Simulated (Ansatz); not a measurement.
LiH built on the CsCl prototype, relaxed with r2SCAN, was run in the plane-wave code Ansatz under altered settings. All numbers are computed, without spin polarisation but where a row says otherwise.

```xyz
2
Lattice="2.5017 0.0000 0.0000 0.0000 2.5017 0.0000 0.0000 0.0000 2.5017" Properties=species:S:1:pos:R:3 pbc="T T T"
Li    0.0000    0.0000    0.0000
H     1.2508    1.2508    1.2508
```

The base run's other keys:
```yaml
kpoints:
  mp_grid: { grid: [8, 8, 8] }
hamiltonian:
  xc: pbesol
scf:
  occupations: { method: fixed }
  n_extra_bands: 4
```

It takes 6 iterations with 305 plane waves at 420 eV and 35 k points, and leaves a mean stress of -0.41 GPa. The gap over this mesh is 0.446 eV.

Outcomes, with energy and stress as changes against the base:
```
                                    setting            outcome  ΔF (meV/atom)  Δ mean stress (GPa)  gap on the mesh (eV)  iterations
                         basis.ecutwfc: 160  converged, warned           +612                -1.14                 0.416           6
                     basis.ecutrho_ratio: 8          converged            0.0                 0.00                 0.446           6
              hamiltonian.dispersion: rvv10            refused              –                    –                     –           –
                          basis.ecutwfc: 40  converged, warned         +18352               -26.94                  none           6
                       scf.mixing.beta: 5.0            refused              –                    –                     –           –
    scf.occupations: methfessel_paxton 0.05          converged            0.0                 0.00                 0.445           5
                             accuracy: high          converged            0.0                 0.00                 0.446           7
     kpoints.mp_grid.shift: [0.5, 0.5, 0.5]          converged           -1.7                -0.08                 1.367           6
                scf.occupations: gaussian 4          converged           -349                +6.34                     –           6
                 hamiltonian.dispersion: d2            refused              –                    –                     –           –
                         scf.mixing.ndim: 2          converged            0.0                 0.00                 0.446           6
                    basis.ecutrho_ratio: 12          converged            0.0                 0.00                 0.446           6
hamiltonian.xc: r2scan (cutoff then 500 eV)          converged              –                +0.43                 1.123           6
```
A dash marks a value that wasn't obtained or can't be compared. Stress is positive in compression.

- basis.ecutwfc: 160. 81 plane waves in place of 305. The free energy moves by +612 meV an atom, the mean stress by -1.14 GPa and the gap on the mesh by -0.030 eV (to 0.416). The basis is too small: these are errors of the cutoff. Warned: cutoff below recommended.
- hamiltonian.dispersion: rvv10. The program doesn't start. Error: inconsistent input (hamiltonian.dispersion, hamiltonian.xc): `dispersion: rvv10` has no transferable b for PBE exchange — Sabatini et al. (2013) fitted b=6.3 to rPW86, and the PBE refits of Peng & Perdew (2017) are task-dependent (b=6.6 S22 / b=10.0 layered). Use `xc: {exchange: rpw86, correlation […]
- basis.ecutwfc: 40. 7 plane waves in place of 305. The free energy moves by +18352 meV an atom, the mean stress by -26.94 GPa and the gap on the mesh by -1.753 eV (no gap is left). The basis is too small: these are errors of the cutoff. Warned: band overlap at count, cushion resolved, cutoff below recommended, metallic iterate.
- scf.mixing.beta: 5.0. The program doesn't start. Error: invalid value for `scf.mixing.beta`: must be finite and in (0, 1]; got 5
- kpoints.mp_grid.shift: [0.5, 0.5, 0.5]. The free energy moves by -1.7 meV an atom, the mean stress by -0.08 GPa and the gap on the mesh by +0.921 eV (to 1.367). The gap changes mostly because other points are sampled; a mesh that misses a band edge overestimates it.
- scf.occupations: gaussian 4. The free energy moves by -349 meV an atom, the mean stress by +6.34 GPa and the gap on the mesh by +0.388 eV (to 0.834). The term −TS is -957 meV an atom. A width of 4 eV moves electrons across a gap of 0.45 eV: this is no longer the ground state.
- hamiltonian.dispersion: d2. The input is refused before any iteration. Error: YAML parse error: line 13 column 15: hamiltonian.dispersion: `d2` is not `none`, `rvv10`, `d3bj`, `d3bjatm`, `d4` or a map `{method: …, s8: …, a1: …, a2_bohr: …}` (numbers without units, a2 in bohr) or `{method: …, functional: …}`

Within 1 meV an atom, 0.1 GPa and 0.005 eV of the base stay: basis.ecutrho_ratio: 8; scf.occupations: methfessel_paxton 0.05; accuracy: high; scf.mixing.ndim: 2; basis.ecutrho_ratio: 12.
